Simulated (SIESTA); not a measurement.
ZnS under changes of volume

One of the cells (19.727 Å³/atom); the others are scaled copies at fixed shape and fractional positions:

```xyz
2
Lattice="0.0000 2.7020 2.7020 2.7020 0.0000 2.7020 2.7020 2.7020 0.0000" Properties=species:S:1:pos:R:3 pbc="T T T"
Zn    4.0530    4.0530    4.0530
S     0.0000    0.0000    0.0000
```

```yaml
Program: SIESTA 5.4.2
Functional: PBE
Potentials_or_basis: PseudoDojo 0.4 standard (PBE files)
Basis: DZP (energy shift 0.02 Ry)
Grid_cutoff: 800 Ry
Energy_shift: 0.02 Ry
k_mesh: 9 × 9 × 9
Occupations: fermi-dirac, width 0.05 eV
Spin: no spin polarisation
```

```csv
volume (Å³/atom),energy over the lowest point (meV/atom),pressure (GPa),gap on the mesh (eV)
18.543,0.00,-2.4,2.68
18.938,8.67,-4.7,2.58
19.332,23.09,-6.8,2.50
19.727,41.33,-8.2,2.42
20.121,63.74,-10.0,2.35
20.516,90.22,-11.4,2.28
20.910,?,?,?
```

Question: What does the run at 20.910 Å³/atom give?

Answer: Energy over the lowest point 119.69 meV/atom; pressure -12.5 GPa; gap on the mesh 2.22 eV.

Worked out: A Birch-Murnaghan fit of order 3 (a polynomial in V^(-2/3)) to the other rows has its minimum at 18.12 Å³/atom, just outside them, with B0 = V·E''(V) = 115 GPa and B' = 3.6. It gives 119.73 meV/atom at 20.910 Å³/atom, against the run's 119.69, and -dE/dV = -12.7 GPa, against -12.5. A parabola through the other rows of the gap, of slope -3.03 eV per unit of ln V (its deformation potential) there, extrapolates to 2.22 eV, against the run's 2.22.

Energies are extrapolated to zero smearing.

Caveats: semicore shells carry a single zeta, which can move pressures by several GPa and volumes by a few percent; the valence orbitals were made in a potential fitted to the semicore shell under them, which widens gaps by tenths of an eV or more; an odd mesh through Γ misses points on the zone boundary, where band edges often lie; the basis of atomic orbitals isn't converged, which shifts pressures, moduli and gaps.
